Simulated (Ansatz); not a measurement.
# HgTe under strain — quadrupolar parameters

The cell is a structure deposited in the COD, relaxed with PBE at fixed cell and then changed (z compressed by 2 %, ions relaxed).

```
Hg Te
1.0
     0.00000    3.22350    3.15903
     3.22350    0.00000    3.15903
     3.22350    3.22350    0.00000
Hg Te
1 1
Direct
  0.00000 0.00000 0.00000
  0.25000 0.25000 0.25000
```

Sites (sets of like atoms) are named by element and the number of their first atom in this list.

All values are calculated (Ansatz; DFT, PBE, plane waves and PAW, scalar-relativistic, 420 eV cutoff, Γ-centred 13×13×13 k-points, Fermi–Dirac smearing 0.05 eV), not measured.

Conventions: |V_zz| ≥ |V_yy| ≥ |V_xx|, η = (V_xx − V_yy)/V_zz, C_Q = eQV_zz/h.

²⁰¹Hg: I = 3/2, Q = 387.0 mb. Q values from Pyykkö, Mol. Phys. 116, 1328 (2018).

Question: Give the quadrupolar parameters of the distinct sites.

Answer: 

```json
{"site": "Hg", "atoms (order as listed)": "1", "first shell": "4 Te at 2.77 Å", "V_zz (10²¹ V/m²)": "1.15", "η": "0.00", "C_Q (MHz)": "10.8"}
{"site": "Te", "atoms (order as listed)": "2", "first shell": "4 Hg at 2.77 Å", "V_zz (10²¹ V/m²)": "-1.11", "η": "0.00", "C_Q (MHz)": "–"}
```

An axis of threefold or higher order runs through Hg and Te, so V_zz lies along it and η is zero.

Te has no stable isotope with a ground-state quadrupole moment in the table, so no C_Q is given.

With no gap above 0.1 eV, as in a metal, the gradients converge slowly in k; expect changes of a tenth or more on a denser mesh. Spin–orbit coupling is left out, which shifts gradients on Hg by a few per cent in wide-gap crystals, and can shift them far more where the calculated gap is small or absent, as here. Semilocal functionals make gaps too small and can close them, so the real compound need not be a metal. At this changed cell the PBE pressure is 5 GPa.

The relaxation (1 step) took 21 s of wall time (20 s of CPU time) and 0.67 GiB at its peak, on 1 thread of AMD EPYC 9R14 (Zen 4) (x86_64; 16 cores open to the job, memory cap 3.0 GiB, no GPU), a shared host with a load of 0.4 a core.
